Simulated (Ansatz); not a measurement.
Chalcopyrite CuInS₂ was calculated with r²SCAN (Ansatz, a quantum-chemistry and plane-wave program, PAW).

Numerical settings: plane-wave cutoff 560 eV, 10×10×10 k mesh, Fermi–Dirac smearing 0.01 eV, no spin polarisation, scalar-relativistic PAW data made under PBE.

The cell is scaled about its equilibrium volume (c/a stays at 2.018):

Shape and atoms are relaxed at each volume.

| V (Å³/atom) | P (GPa) | direct gap at Γ (eV) |
|---|---|---|
| 20.363 | 3.31 | 0.488 |
| 20.787 | 1.56 | 0.422 |
| 21.212 | 0.00 | 0.358 |
| 21.636 | -1.39 | 0.298 |
| 22.060 | -2.62 | 0.241 |

A straight line through the gaps at Γ against ln V gives a volume deformation potential dE_g(Γ)/d ln V of -3.1 eV: the gap at Γ widens under compression.

Measured, for comparison: band gap 1.55 eV (temperature not stated, no zero-point or thermal correction, direct or pseudo-direct at Γ; as tabulated in Ghosh et al. (2024), arXiv:2401.16805).

Note: the bulk modulus comes from volumes at which shape and atoms were relaxed.

Spin–orbit coupling is not included.
